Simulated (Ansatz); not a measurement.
Space group Fddd:1 (No. 70). a = 4.714 Å, b = 9.434 Å, c = 14.731 Å, α = 90.00°, β = 90.00°, γ = 90.00°
```json
{"atom": "Si", "site": "16g", "symmetry": "..2", "x": "0.7500", "y": "0.7500", "z": "0.5632"}
{"atom": "O", "site": "16d", "symmetry": "-1", "x": "0.8750", "y": "0.6250", "z": "0.8750"}
{"atom": "O", "site": "16f", "symmetry": ".2.", "x": "0.5000", "y": "0.6862", "z": "0.0000"}
```

Equation of state of this SiO$_{2}$ structure (not necessarily the ground state), with shape and atoms relaxed at each volume where symmetry leaves them free. Method: DFT r2SCAN, scalar-relativistic, plane waves, PAW in Ansatz.

Cutoff 500 eV; k points 6×6×6 on the computed 12-atom cell (Γ-centred); Gaussian smearing, width 0.02 eV; no spin polarisation.

```
V (Å³/atom) E − E(largest V) (meV/atom) P (GPa) gap on mesh (eV)
     12.011                        42.15    19.14              6.65
     12.421                         0.43    13.60              6.66
     12.830                       -27.82     8.59              6.62
     13.239                       -43.92     4.08              6.55
     13.649                       -49.05     0.00              6.40
     14.058                       -44.28    -3.67              6.23
     14.468                       -30.60    -6.98              6.03
     15.014                         0.00   -10.88              5.76
```

Task: Fit a third-order Birch–Murnaghan equation to E(V).

Result: V0 = 13.65 Å³/atom, B0 = 129 GPa, B0' = 2.5.

The gaps are read on the mesh, which can miss the band edges, so they can be too wide.

This form isn't the usual stable structure of the compound.